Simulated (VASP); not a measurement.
# A VASP 6.6.1 single-point calculation on CaO

INCAR

```
LWAVE = .FALSE.
ENCUT = 520
MAGMOM = 1 1
LASPH = .TRUE.
NBANDS = 15
EDIFF = 1E-7
NSW = 0
ALGO = Normal
ISMEAR = 0
GGA = PE
PREC = Accurate
LREAL = .FALSE.
NELM = 120
ISIF = 2
ISPIN = 2
SIGMA = 0.01
LCHARG = .FALSE.
IBRION = -1
```

KPOINTS

```
KPOINTS created by Atomic Simulation Environment
0
Gamma
10 10 10
0 0 0
```

POSCAR

```
Ca O
 1.0000000000000000
    -0.0000000000000000    2.3975501102567622    2.3975501102567622
     2.3975501102567622   -0.0000000000000000    2.3975501102567622
     2.3975501102567622    2.3975501102567622    0.0000000000000000
 Ca  O
   1   1
Cartesian
 -0.0000000000000000  0.0000000000000000 -0.0000000000000000
  2.3975501102567622  2.3975501102567622  2.3975501102567622
```

The recommended PBE PAW datasets give the neutral cell 16 valence electrons.

Command

```
mpirun -np 1 vasp_std
```

OSZICAR

```
N       E                     dE             d eps       ncg     rms          rms(c)
DAV:   1     0.125616552010E+03    0.12562E+03   -0.86151E+03  2820   0.110E+03
DAV:   2    -0.849626790068E+01   -0.13411E+03   -0.12461E+03  3485   0.291E+02
DAV:   3    -0.137709794048E+02   -0.52747E+01   -0.52346E+01  3396   0.598E+01
DAV:   4    -0.139033010018E+02   -0.13232E+00   -0.13222E+00  3885   0.850E+00
DAV:   5    -0.139048719889E+02   -0.15710E-02   -0.15710E-02  3407   0.831E-01    0.114E+01
DAV:   6    -0.128033350373E+02    0.11015E+01   -0.51269E+00  3143   0.220E+01    0.434E+00
DAV:   7    -0.127994914461E+02    0.38436E-02   -0.41189E-01  3219   0.653E+00    0.187E+00
DAV:   8    -0.127909293766E+02    0.85621E-02   -0.67660E-02  3478   0.272E+00    0.850E-01
DAV:   9    -0.127973188621E+02   -0.63895E-02   -0.76791E-03  3482   0.764E-01    0.193E-01
DAV:  10    -0.127973287415E+02   -0.98794E-05   -0.69209E-04  3237   0.215E-01    0.849E-02
DAV:  11    -0.127976424899E+02   -0.31375E-03   -0.19163E-04  3429   0.119E-01    0.533E-02
DAV:  12    -0.127977071755E+02   -0.64686E-04   -0.64663E-05  3415   0.663E-02    0.907E-03
DAV:  13    -0.127977069872E+02    0.18832E-06   -0.19502E-06  3661   0.158E-02    0.257E-03
DAV:  14    -0.127977069599E+02    0.27323E-07   -0.52593E-07  3478   0.720E-03
   1 F= -.12797707E+02 E0= -.12797707E+02  d E =-.221774-110  mag=    -0.0000
```

Standard output (part)

```
POSCAR found type information on POSCAR CaO
 POSCAR found :  2 types and       2 ions
 LDA part: xc-table for (Slater+PW92), standard interpolation
 POSCAR, INCAR and KPOINTS ok, starting setup
 WAVECAR not read
 entering main loop
```

It converged. Results: pressure 3.1 GPa; magnetic moment of the cell 0.00 μB.

For comparison, a separate r²SCAN run of the intended cell, on usual settings and not on those above, gives a gap of 4.19 eV on its mesh and a pressure of 1.1 GPa.

The run above took about 42 s on one core of a shared host (Intel Xeon Platinum 8488C) and held 0.19 GiB at most.
